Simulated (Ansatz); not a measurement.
Crystal: CdGeAs2.

```
CELL_PARAMETERS angstrom
-2.98887 2.98887 5.66430
2.98887 -2.98887 5.66430
2.98887 2.98887 -5.66430
ATOMIC_POSITIONS crystal
Cd 0.50000 0.50000 0.00000
Cd 0.25000 0.75000 0.50000
As 0.09622 0.12500 0.47122
As 0.37500 0.90378 0.02878
As 0.65378 0.62500 0.52878
As 0.87500 0.34622 0.97122
Ge 0.75000 0.25000 0.50000
Ge 0.00000 0.00000 0.00000
```

The cell is a database's computed one.

Program: Ansatz 0.2.0. Alike in all runs: task band structure; potentials or basis Ansatz PAW; no spin polarisation; cell as given; k mesh 6 × 6 × 6; cutoff (eV) 420; smearing fermi-dirac 0.05 eV.

**Question.** Order these runs on this cell by their pressure, lowest first.
A. level PBEsol
B. level LDA
C. level PBE

**Answer.** B (-2.6 GPa), A (-0.7 GPa), C (2.2 GPa).

Caveats: the PAW data sets come from PBE, with cores solved anew for the run's functional, which leaves a small shift of forces and pressure (some runs).
